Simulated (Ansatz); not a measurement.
Al:

```
Al
1.0
     0.00000    2.02481    2.02481
     2.02481    0.00000    2.02481
     2.02481    2.02481    0.00000
Al
1
Direct
  0.00000 0.00000 0.00000
```

| Item | Value |
| --- | --- |
| Program | Ansatz 0.2.0 |
| Task | single point |
| Functional | PBE |
| Potentials or basis | Ansatz PAW |
| Cutoff | 420 eV (not typed: the program's choice for these potentials) |
| k mesh | 11 × 11 × 11 |
| Occupations | fermi-dirac, width 0.05 eV |
| Spin | no spin polarisation |

On this cell: pressure -0.4 GPa; band gap on the k mesh none (metal or under the smearing width).

The same run follows on a disturbed copy (cell strained at random at fixed volume):

```
Al
1.0
     0.04789    1.96914    2.02685
     2.04326   -0.00835    2.08310
     2.04058    2.02271   -0.00568
Al
1
Direct
  0.00598 0.98688 0.02117
```

**Question.** What changes?

**Answer.** The energy (extrapolated to zero smearing) moves by +4.7 meV/atom; pressure -0.2 GPa; band gap on the k mesh none (metal or under the smearing width).

Stress tensor (GPa, compression positive):
```
 0.65 -0.72 -1.15
-0.72  0.56  1.52
-1.15  1.52 -1.90
```
